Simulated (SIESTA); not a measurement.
## MoS2 under changes of volume

One of the cells (31.721 Å³/atom); the others are scaled copies at fixed shape and fractional positions:

```
Mo S
1.0
     3.18454    0.00000    0.00000
    -1.59227    2.75789    0.00000
     0.00000    0.00000   21.67053
Mo S
2 4
Direct
  0.33333 0.66667 0.85116
  0.66667 0.33333 0.14884
  0.66667 0.33333 0.77963
  0.33333 0.66667 0.07725
  0.66667 0.33333 0.92275
  0.33333 0.66667 0.22037
```

| Property | Result |
| --- | --- |
| Program | SIESTA 5.4.2 |
| Functional | LDA |
| Potentials or basis | PseudoDojo 0.4 standard (LDA files) |
| Basis | DZP (energy shift 0.002 Ry) |
| Grid cutoff | 800 Ry |
| Energy shift | 0.002 Ry |
| k mesh | 10 × 10 × 2 |
| Occupations | fermi-dirac, width 0.05 eV |
| Spin | no spin polarisation |

```csv
volume (Å³/atom),energy over the lowest point (meV/atom),gap on the mesh (eV),largest force (eV/Å)
29.817,16.75,1.46,1.331
30.452,4.24,1.43,0.909
31.086,0.00,1.40,0.518
31.721,3.12,1.36,0.158
32.355,12.84,1.33,0.288
32.990,?,?,?
33.624,49.43,1.27,0.882
```

Question: What does the run at 32.990 Å³/atom give?

Answer: Energy over the lowest point 28.49 meV/atom; gap on the mesh 1.30 eV; largest force 0.597 eV/Å.

Worked out: A Birch-Murnaghan fit of order 3 (a polynomial in V^(-2/3)) to the other rows has its minimum at 31.12 Å³/atom with B0 = V·E''(V) = 91 GPa and B' = 4.4 at fixed shape and positions, which overstates the stiffness. It gives 28.50 meV/atom at 32.990 Å³/atom, against the run's 28.49. A straight line through the other rows of the gap, of slope -1.61 eV per unit of ln V, gives 1.30 eV, against the run's 1.30.

Energies are extrapolated to zero smearing.

Caveats: semicore shells carry a single zeta, which can move pressures by several GPa and volumes by a few percent; the basis of atomic orbitals isn't converged, which shifts pressures, moduli and gaps.

A mesh can miss the band edges. Spin-orbit coupling on Mo is left out.
